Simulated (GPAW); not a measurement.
Here is a GPAW 26.7.0 calculation.

run.py

```python
from ase import Atoms
from ase.dft.bandgap import bandgap
from ase.io import write
from ase.units import GPa
from gpaw import GPAW, PW

atoms = Atoms(['Ga', 'Ga', 'N', 'N'],
              cell=[[3.18, 0.0, 0.0],
                    [-1.59, 2.753960784, 0.0],
                    [0.0, 0.0, 5.166]],
              scaled_positions=[[0.6666666667, 0.3333333333, 0.5],
                                [0.3333333333, 0.6666666667, 0.0],
                                [0.6666666667, 0.3333333333, 0.875],
                                [0.3333333333, 0.6666666667, 0.375]],
              pbc=True)

calc = GPAW(mode=PW(600),
            xc='LDA',
            kpts={'size': (8, 8, 4), 'gamma': True},
            occupations={'name': 'fermi-dirac', 'width': 0.05},
            nbands=18,
            maxiter=120,
            txt='gpaw.txt')
atoms.calc = calc
energy = atoms.get_potential_energy()
forces = atoms.get_forces()
stress = atoms.get_stress()
calc.write('gs.gpw')
write('result.traj', atoms)
print(f'Energy: {energy:.6f} eV')
print('Forces (eV/A):')
print(forces.round(4))
print('Stress (GPa):', (stress / GPa).round(3))
print('Fermi level:', round(calc.get_fermi_level(), 4), 'eV')
print(f'Gap: {bandgap(calc)[0]:.4f} eV, direct: {bandgap(calc, direct=True)[0]:.4f} eV')
```

Potentials or basis: the program's PAW data sets (release 1.2.1) made for this functional, pw.

Run with:

```bash
$ OMP_NUM_THREADS=1 python run.py
```

**Question.** What does it give for the band gap on the k mesh?

**Answer.** 2.08 eV, direct.

**Question.** Estimate the pressure.

**Answer.** -2.7 GPa.

Forces in eV/Å, atoms in the order of the input:
```
Ga   0.000  0.000 -0.169
Ga   0.000  0.000 -0.169
N    0.000  0.000  0.165
N    0.000  0.000  0.166
```

Caveat: the cutoff is short for stress and forces, so pressures can be off by a GPa or more.

**Experimental background.**

From “Studying electronic properties in GaN without electrical contacts using γ-γ vs e−-γ Perturbed Angular Correlations”, 2019, pmc:6823545, for a bulk crystal of GaN: band gap 3.503 ± 0.005 eV (direct).

A measured gap of GaN is 3.503 eV (direct; quoted in “Studying electronic properties in GaN without electrical contacts using γ-γ vs e−-γ Perturbed Angular Correlations”, 2019, pmc:6823545); the calculated 2.08 eV misses it by -1.42 eV. Spin-orbit coupling on Ga is left out. The value is that of LDA, without temperature or zero-point motion. Semilocal functionals fall short of measured gaps as a rule.
